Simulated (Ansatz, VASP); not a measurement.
ZnO in VASP and in Ansatz

```
Zn O
1.0
     2.63333    0.00000    0.00000
     0.00000    2.63333    0.00000
     0.00000    0.00000    2.63333
Zn O
1 1
Direct
  0.00000 0.00000 0.00000
  0.50000 0.50000 0.50000
```

Change from the starting cell: volume scaled by 0.94.

Alike in both runs: task single point; functional PBE; k mesh 10 × 10 × 10; occupations fermi-dirac, width 0.05 eV; no spin polarisation.

|  | VASP | Ansatz |
| --- | --- | --- |
| version | VASP 6.6.1 | Ansatz 0.2.0 |
| potentials or method | VASP PAW PBE potentials, release 64 (Zn, O) | Ansatz PAW |
| plane-wave cutoff (eV) | 520 | 420 |
| valence electrons in the cell | 18 | 18 |

```csv
,VASP,Ansatz,Ansatz less VASP
gap on the k mesh at the Fermi level (eV),none,none,-
pressure (GPa),12.3,11.3,-0.98
```

A gap of «none» marks a metal or a gap that the smearing closes. With one functional, cell and mesh, what is left measures potentials, basis and numerics.

Caveats: the pressure holds a Pulay correction of +0.8 GPa for the finite cutoff (Ansatz).
